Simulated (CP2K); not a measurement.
# Sb (R-3m) in CP2K: notebook

One crystal, Sb, is run at these levels: revPBE, HLE16, TPSS; tasks: band structure.

All numbers are computed with CP2K 2026.2; they aren't measurements. Logs are shortened: lines on timing, memory, paths and dates and some standing lists are left out, and cuts for length are marked.

## 1. The structure

The structure is trigonal, space group R-3m (No. 166). The conventional cell has a = 4.308 Å, b = 4.308 Å, c = 11.274 Å, α = 90.00°, β = 90.00°, γ = 120.00°. Sb (site symmetry 3m) is surrounded by 3 Sb at 2.91 Å.

## 2. Band structure, revPBE

sb_bands.inp reads:

```
&GLOBAL
  PROJECT sb_bands
  RUN_TYPE ENERGY_FORCE
  PRINT_LEVEL LOW
&END GLOBAL
&FORCE_EVAL
  METHOD QS
  STRESS_TENSOR ANALYTICAL
  &DFT
    BASIS_SET_FILE_NAME BASIS_MOLOPT_UZH
    POTENTIAL_FILE_NAME POTENTIAL_UZH
    &MGRID
      CUTOFF 675
      REL_CUTOFF 60
      NGRIDS 5
    &END MGRID
    &QS
      METHOD GPW
      EPS_DEFAULT 1.0E-10
    &END QS
    &KPOINTS
      SCHEME MONKHORST-PACK 8 8 8
      GAMMA_CENTERED T
      SYMMETRY T
      SYMMETRY_BACKEND SPGLIB
    &END KPOINTS
    &SCF
      SCF_GUESS ATOMIC
      EPS_SCF 1.0E-6
      MAX_SCF 100
      ADDED_MOS 10
      CHOLESKY OFF
      EPS_EIGVAL 1.0E-7
      &DIAGONALIZATION ON
        ALGORITHM STANDARD
      &END DIAGONALIZATION
      &MIXING ON
        METHOD BROYDEN_MIXING
        ALPHA 0.4
        BETA 1.5
        NBUFFER 8
      &END MIXING
      &SMEAR ON
        METHOD FERMI_DIRAC
        ELECTRONIC_TEMPERATURE 580.23
      &END SMEAR
    &END SCF
    &XC
      &XC_FUNCTIONAL
        &GGA_X_PBE_R
        &END GGA_X_PBE_R
        &GGA_C_PBE
        &END GGA_C_PBE
      &END XC_FUNCTIONAL
    &END XC
    &PRINT
      &KPOINTS ON
      &END KPOINTS
      &MULLIKEN ON
      &END MULLIKEN
      &MO ON
        ENERGIES T
        OCCUPATION_NUMBERS T
        &EACH
          QS_SCF 0
        &END EACH
        ADD_LAST NUMERIC
      &END MO
      &BAND_STRUCTURE
        FILE_NAME bands.bs
        ADDED_MOS 4
        &KPOINT_SET
          UNITS B_VECTOR
          NPOINTS 10
          SPECIAL_POINT GAMMA 0.00000000 0.00000000 0.00000000
          SPECIAL_POINT L 0.50000000 0.00000000 0.00000000
          SPECIAL_POINT B1 0.50000000 0.23968736 -0.23968736
        &END KPOINT_SET
        &KPOINT_SET
          UNITS B_VECTOR
          NPOINTS 10
          SPECIAL_POINT B 0.76031264 0.50000000 0.23968736
          SPECIAL_POINT Z 0.50000000 0.50000000 0.50000000
          SPECIAL_POINT GAMMA 0.00000000 0.00000000 0.00000000
          SPECIAL_POINT X 0.36984368 0.00000000 -0.36984368
        &END KPOINT_SET
        &KPOINT_SET
          UNITS B_VECTOR
          NPOINTS 10
          SPECIAL_POINT Q 0.63015632 0.36984368 0.00000000
          SPECIAL_POINT F 0.50000000 0.50000000 0.00000000
          SPECIAL_POINT P1 0.63015632 0.63015632 0.23968736
          SPECIAL_POINT Z 0.50000000 0.50000000 0.50000000
        &END KPOINT_SET
        &KPOINT_SET
          UNITS B_VECTOR
          NPOINTS 10
          SPECIAL_POINT L 0.50000000 0.00000000 0.00000000
          SPECIAL_POINT P 0.76031264 0.36984368 0.36984368
        &END KPOINT_SET
      &END BAND_STRUCTURE
    &END PRINT
  &END DFT
  &SUBSYS
    &CELL
      A 4.5066618304 0.0000000000 0.0000000000
      B 2.4472316736 3.7843173743 0.0000000000
      C 2.4472316736 1.3317864784 3.5422313258
      PERIODIC XYZ
    &END CELL
    &COORD
      SCALED
      Sb  0.7665100000 0.7665100000 0.7665100000
      Sb  0.2334900000 0.2334900000 0.2334900000
    &END COORD
    &KIND Sb
      BASIS_SET TZVP-MOLOPT-PBE-GTH-q5
      POTENTIAL GTH-PBE-q5
    &END KIND
    &PRINT
      &ATOMIC_COORDINATES ON
      &END ATOMIC_COORDINATES
      &CELL ON
      &END CELL
    &END PRINT
  &END SUBSYS
  &PRINT
    &FORCES ON
    &END FORCES
    &STRESS_TENSOR ON
    &END STRESS_TENSOR
  &END PRINT
&END FORCE_EVAL
```

Potentials or basis: POTENTIAL_UZH Sb GTH-PBE-q5; TZVP-MOLOPT-PBE-GTH basis.

Started as:

```bash
OMP_NUM_THREADS=1 cp2k.psmp -i sb_bands.inp -o sb_bands.out
```

sb_bands.out:

```text

 CP2K| version string:                                       CP2K version 2026.2
 CP2K| Input file name                                              sb_bands.inp

 GLOBAL| Force Environment number                                              1
 GLOBAL| Basis set file name                                    BASIS_MOLOPT_UZH
 GLOBAL| Potential file name                                       POTENTIAL_UZH
 GLOBAL| MM Potential file name                                     MM_POTENTIAL
 GLOBAL| Coordinate file name                                      __STD_INPUT__
 GLOBAL| Method name                                                        CP2K
 GLOBAL| Project name                                                   sb_bands
 GLOBAL| Run type                                                   ENERGY_FORCE
 GLOBAL| FFT library                                                       FFTW3
[... 8 lines left out ...]
 GLOBAL| CPU model name                                                  UNKNOWN

 CELL| Volume [angstrom^3]:                                            60.411475
 CELL| Vector a [angstrom]:       4.507     0.000     0.000   |a| =     4.506662
 CELL| Vector b [angstrom]:       2.447     3.784     0.000   |b| =     4.506662
 CELL| Vector c [angstrom]:       2.447     1.332     3.542   |c| =     4.506662
 CELL| Angle (b,c), alpha [degree]:                                    57.110173
 CELL| Angle (a,c), beta  [degree]:                                    57.110173
 CELL| Angle (a,b), gamma [degree]:                                    57.110173
 CELL| Numerically orthorhombic:                                              NO
 CELL| Periodicity                                                           XYZ

 CELL_REF| Volume [angstrom^3]:                                        60.411475
 CELL_REF| Vector a [angstrom     4.507     0.000     0.000   |a| =     4.506662
 CELL_REF| Vector b [angstrom     2.447     3.784     0.000   |b| =     4.506662
 CELL_REF| Vector c [angstrom     2.447     1.332     3.542   |c| =     4.506662
 CELL_REF| Angle (b,c), alpha [degree]:                                57.110173
 CELL_REF| Angle (a,c), beta  [degree]:                                57.110173
 CELL_REF| Angle (a,b), gamma [degree]:                                57.110173
 CELL_REF| Numerically orthorhombic:                                          NO
 CELL_REF| Periodicity                                                       XYZ
[... 9 lines left out ...]
 TOTAL NUMBERS AND MAXIMUM NUMBERS

  Total number of            - Atomic kinds:                                   1
                             - Atoms:                                          2
                             - Shell sets:                                     2
                             - Shells:                                        14
                             - Primitive Cartesian functions:                  8
                             - Cartesian basis functions:                     36
                             - Spherical basis functions:                     34

  Maximum angular momentum of- Orbital basis functions:                        2
                             - Local part of the GTH pseudopotential:          0
                             - Non-local part of the GTH pseudopotential:      4

 MODULE QUICKSTEP: ATOMIC COORDINATES IN ANGSTROM

   Atom Kind Element         X             Y             Z       Z(eff)     Mass
      1    1 Sb   51      7.206056      3.921545      2.715156   5.0000 121.7600
      2    1 Sb   51      2.195069      1.194559      0.827076   5.0000 121.7600

 SCF PARAMETERS         Density guess:                                    ATOMIC
[... 9 lines left out ...]
                        --------------------------------------------------------
                        level_shift [a.u.]:                             0.000000
                        added MOs                                        10    0
                        --------------------------------------------------------
                        Mixing method:                            BROYDEN_MIXING
[... 11 lines left out ...]
 *******************************************************************************
 BRILLOUIN| K-point scheme                                        Monkhorst-Pack
 BRILLOUIN| K-Point grid                                             8    8    8
 BRILLOUIN| Gamma-centered k-point mesh                                     ON
 BRILLOUIN| K-point symmetry accuracy                               0.100000E-05
 BRILLOUIN| K-Point point group symmetrization                                ON
 BRILLOUIN| Symmetry backend                                             SPGLIB
 BRILLOUIN| Symmetry reduction method                                    SPGLIB
 BRILLOUIN| Wavefunction type                                            COMPLEX
 BRILLOUIN| List of Kpoints [2 Pi/Bohr]                                       65
[... 62 lines left out ...]
     6 Broy./Diag. 0.40E+00    1.2     0.00083160       -11.0651863257 -2.51E-03
     7 Broy./Diag. 0.40E+00    1.2     0.00018784       -11.0665309612 -1.34E-03
     8 Broy./Diag. 0.40E+00    1.4     0.00006003       -11.0672319542 -7.01E-04
     9 Broy./Diag. 0.40E+00    1.3     0.00000718       -11.0673379558 -1.06E-04
    10 Broy./Diag. 0.40E+00    1.3     0.00001379       -11.0673561370 -1.82E-05
    11 Broy./Diag. 0.40E+00    1.3     0.00000233       -11.0673563677 -2.31E-07
    12 Broy./Diag. 0.40E+00    1.2     0.00000099       -11.0673526785  3.69E-06

  *** SCF run converged in    12 steps ***

  Electronic density on regular grids:        -10.0000000000        0.0000000000
  Core density on regular grids:                9.9999999965       -0.0000000035
  Total charge density on r-space grids:       -0.0000000034
  Total charge density g-space grids:          -0.0000000034

  Overlap energy of the core charge distribution:               0.00000000061472
  Self energy of the core charge distribution:                -23.90634660419109
  Core Hamiltonian energy:                                      4.94146429583793
  Hartree energy:                                              10.70825399855116
  Exchange-correlation energy:                                 -2.81060742687711
  Electronic entropic energy:                                  -0.00011694233969
  Fermi energy:                                                 0.20462154275628

  Total energy:                                               -11.06735267847207
  Total energy (extrapolated to T->0):                        -11.06729420730223

 MO| EIGENVALUES AND OCCUPATION NUMBERS FOR K POINT 1
 MO|
 MO|  Index      Eigenvalue [a.u.]        Eigenvalue [eV]             Occupation
 MO|      1              -0.225489              -6.135857               2.000000
 MO|      2              -0.106259              -2.891451               2.000000
 MO|      3               0.145699               3.964662               2.000000
 MO|      4               0.145699               3.964663               2.000000
 MO|      5               0.181081               4.927455               1.999995
 MO|      6               0.218188               5.937187               0.001243
 MO|      7               0.218188               5.937190               0.001243
 MO|      8               0.250469               6.815619               0.000000
 MO|      9               0.461231              12.550722               0.000000
 MO|     10               0.509749              13.870982               0.000000
 MO|     11               0.509749              13.870988               0.000000
 MO|     12               0.606189              16.495253               0.000000
 MO|     13               0.679522              18.490747               0.000000
[... 269 lines left out ...]
 MO|      4               0.060516               1.646726               2.000000
 MO|      5               0.177700               4.835450               1.999999
 MO|      6               0.222211               6.046680               0.000139
 MO|      7               0.341264               9.286271               0.000000
 MO|      8               0.389628              10.602327               0.000000
 MO|      9               0.442205              12.032997               0.000000
 MO|     10               0.462150              12.575747               0.000000
 MO|     11               0.587358              15.982814               0.000000
 MO|     12               0.631726              17.190127               0.000000
 MO|     13               0.691338              18.812260               0.000000
 MO|     14               0.712781              19.395745               0.000000
 MO|     15               0.752481              20.476051               0.000000
 MO| Sum:                                                              10.000138
 MO| E(Fermi):            0.204622 a.u.          5.568035 eV

 [... the levels of further k-points ...]

 !-----------------------------------------------------------------------------!
                     Mulliken Population Analysis

 #  Atom  Element  Kind  Atomic population                           Net charge
       1     Sb       1          5.000000                             -0.000000
       2     Sb       1          5.000000                              0.000000
 # Total charge                             10.000000                  0.000000

 !-----------------------------------------------------------------------------!

 KPOINTS| Band Structure Calculation
 KPOINTS| Number of k-point sets                                               4
 KPOINTS| Number of added MOs/bands                                            4
 KPOINTS| Number of k-points in set    1                                      21
 KPOINTS| In units of b-vector [2pi/Bohr]
 KPOINTS| Special point     1       GAMMA     0.000000     0.000000     0.000000
 KPOINTS| Special point     2           L     0.500000     0.000000     0.000000
 KPOINTS| Special point     3          B1     0.500000     0.239687    -0.239687
 KPOINTS| Number of k-points in set    2                                      31
 KPOINTS| In units of b-vector [2pi/Bohr]
 KPOINTS| Special point     1           B     0.760313     0.500000     0.239687
 KPOINTS| Special point     2           Z     0.500000     0.500000     0.500000
 KPOINTS| Special point     3       GAMMA     0.000000     0.000000     0.000000
 KPOINTS| Special point     4           X     0.369844     0.000000    -0.369844
 KPOINTS| Number of k-points in set    3                                      31
 KPOINTS| In units of b-vector [2pi/Bohr]
 KPOINTS| Special point     1           Q     0.630156     0.369844     0.000000
 KPOINTS| Special point     2           F     0.500000     0.500000     0.000000
 KPOINTS| Special point     3          P1     0.630156     0.630156     0.239687
 KPOINTS| Special point     4           Z     0.500000     0.500000     0.500000
 KPOINTS| Number of k-points in set    4                                      11
 KPOINTS| In units of b-vector [2pi/Bohr]
 KPOINTS| Special point     1           L     0.500000     0.000000     0.000000
 KPOINTS| Special point     2           P     0.760313     0.369844     0.369844

 ENERGY| Total FORCE_EVAL ( QS ) energy [hartree]            -11.067349315357916

 FORCES| Atomic forces [hartree/bohr]
 FORCES|   Atom     x               y               z               |f|
 FORCES|      1 -3.06643107E-03 -1.66874924E-03 -1.15538676E-03   3.67731452E-03
 FORCES|      2  3.06643110E-03  1.66874926E-03  1.15538677E-03   3.67731456E-03
 FORCES| Sum     2.53577714E-11  2.21983820E-11  1.06670367E-11
 FORCES| Total atomic force                                       3.53492632E-11

 STRESS| Analytical stress tensor [bar]
 STRESS|                        x                   y                   z
 STRESS|      x        3.75819424159E+04  -1.57030929498E+03  -1.08725230009E+03
 STRESS|      y       -1.57030929498E+03   3.96126584396E+04  -5.91628665784E+02
 STRESS|      z       -1.08725230009E+03  -5.91628665784E+02   4.00574908416E+04
 STRESS| 1/3 Trace                                             3.90840305657E+04
 STRESS| Determinant                                           5.94736355025E+13

 STRESS| Eigenvectors and eigenvalues of the analytical stress tensor [bar]
 STRESS|                        1                   2                   3
 STRESS| Eigenvalues   3.63176408875E+04   4.04671292789E+04   4.04673215307E+04
 STRESS|      x           0.833861836006     -0.021792183161     -0.551542871594
 STRESS|      y           0.453811817642     -0.541742036319      0.707510000109
 STRESS|      z           0.314212145885      0.840262260749      0.441848458796
```

Wall time 18 s (1 thread of Arm Neoverse V1, shared host); peak memory 0.38 GiB.

Results:

```
Free energy            : -301.1579 eV
Pressure               : 3.9 GPa
Largest force          : 0.189 eV/Å
Band gap on the k mesh : none (metal or under the smearing width)
```

Forces in eV/Å, atoms in the order of the input:
```
Sb  -0.158 -0.086 -0.059
Sb   0.158  0.086  0.059
```

Stress tensor (GPa, compression positive):
```
 3.76 -0.16 -0.11
-0.16  3.96 -0.06
-0.11 -0.06  4.01
```

Levels at the corners of the path, in eV from the Fermi level:
```csv
point,band 3,band 4,band 5,band 6,band 7,band 8
Γ,-2.16,-1.90,-1.90,2.05,2.71,2.71
L,-2.10,-1.97,-0.42,-0.28,0.11,0.38
B1,-5.13,-4.99,-0.88,0.61,5.13,5.13
B,-5.13,-4.99,-0.88,0.61,5.13,5.13
Z,-1.48,-1.48,-0.53,0.01,0.01,1.05
Γ,-2.16,-1.90,-1.90,2.05,2.71,2.71
X,-5.44,-3.31,-3.07,2.76,3.19,4.69
Q,-5.44,-3.31,-3.07,2.76,3.19,4.69
F,-5.57,-3.87,-3.79,1.72,4.98,5.94
P1,-5.49,-3.35,-2.86,2.60,3.09,5.45
Z,-1.48,-1.48,-0.53,0.01,0.01,1.05
L,-2.10,-1.97,-0.42,-0.28,0.11,0.38
P,-5.49,-3.35,-2.86,2.60,3.09,5.45
```

Caveat: the potentials were made for another functional, which shifts forces and pressure; spin-orbit coupling is left out, which moves the levels of the heavy elements; the basis of atomic orbitals isn't converged, which shifts pressures, moduli and gaps.

[end of part 1 of 2]
